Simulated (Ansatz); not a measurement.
Write the native input for Ansatz 0.2.0 that does the following.

```yaml
Task: single point
Functional: PBE
Potentials_or_basis: Ansatz PAW
Cutoff: "420 eV (not typed: the program's choice for these potentials)"
k_mesh: 10 × 10 × 10
Occupations: gaussian, width 0.028 eV
Spin: no spin polarisation
```

HfN:

```xyz
2
Lattice="0.0000 2.2560 2.2560 2.2560 0.0000 2.2560 2.2560 2.2560 0.0000" Properties=species:S:1:pos:R:3 pbc="T T T"
Hf    0.0000    0.0000    0.0000
N     2.2560    2.2560    2.2560
```

One way to write it, as run:

input.yaml

```yaml
crystal:
  lattice:
    - [0.0, 2.256, 2.256]
    - [2.256, 0.0, 2.256]
    - [2.256, 2.256, 0.0]
  atoms:
    - { symbol: Hf, position: [0.0, 0.0, 0.0] }
    - { symbol: "N", position: [0.5, 0.5, 0.5] }
hamiltonian:
  xc: pbe
  pseudopotentials: { kind: paw }
kpoints:
  mp_grid: { grid: [10, 10, 10] }
scf:
  occupations: { method: gaussian, width: 0.028 }
output:
  forces: true
  stress: true
  eigenvalues: true
```

Potentials or basis: Ansatz PAW.

Run with:

```bash
$ ansatz run input.yaml --threads 2 --pin off --max-ram 5632MiB --backend cpu --events-out ev --progress --plain --runs-dir out
```

Results of the run:

```json
{
 "Pressure": "6.6 GPa",
 "Band gap on the k mesh": "none (metal or under the smearing width)"
}
```

Caveat: the pressure holds a Pulay correction of +0.5 GPa for the finite cutoff.

Run time: 0.81 s on 2 threads of Arm Neoverse V1, on a shared host, peak memory 0.29 GiB.
